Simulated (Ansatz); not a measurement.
# FePt (Tetraferroplatinum) under changes of volume

One of the cells (13.796 Å³/atom); the others are scaled copies at fixed shape and fractional positions:

```
Pt Fe
1.0
     2.72350    0.00000    0.00000
     0.00000    2.72350    0.00000
     0.00000    0.00000    3.72000
Pt Fe
1 1
Direct
  0.50000 0.50000 0.50000
  0.00000 0.00000 0.00000
```

- Program: Ansatz 0.2.0
- Functional: PBEsol
- Potentials or basis: Ansatz PAW
- Cutoff: 420 eV (not typed: the program's choice for these potentials)
- k mesh: 10 × 10 × 7
- Occupations: fermi-dirac, width 0.05 eV
- Spin: collinear spin, ferromagnetic start
- Starting moments: [0.0, 3.0] μB

| volume (Å³/atom) | energy over the lowest point (meV/atom) | pressure (GPa) | moment (μB per cell) |
| --- | --- | --- | --- |
| 12.969 | 11.40 | 8.9 | 3.19 |
| 13.245 | 1.12 | 3.3 | 3.21 |
| 13.521 | 0.00 | -1.7 | 3.24 |
| 13.796 | 6.82 | -6.0 | 3.28 |
| 14.072 | ? | ? | ? |
| 14.348 | 40.26 | -13.1 | 3.36 |
| 14.624 | 65.38 | -16.0 | 3.40 |

Task: What does the run at 14.072 Å³/atom give?

Result: Energy over the lowest point 20.52 meV/atom; pressure -9.8 GPa; moment 3.32 μB per cell.

Worked out: A Birch-Murnaghan fit of order 3 (a polynomial in V^(-2/3)) to the other rows has its minimum at 13.42 Å³/atom with B0 = V·E''(V) = 236 GPa and B' = 5.6 at fixed shape and positions, which overstates the stiffness. It gives 20.51 meV/atom at 14.072 Å³/atom, against the run's 20.52, and -dE/dV = -9.8 GPa, against -9.8. A parabola through the other rows of the moment, of slope 0.144 μB per Å³/atom there, gives 3.31 μB, against the run's 3.32.

Energies are extrapolated to zero smearing.

Caveats: the PAW data sets come from PBE, with cores solved anew for the run's functional, which leaves a small shift of forces and pressure.
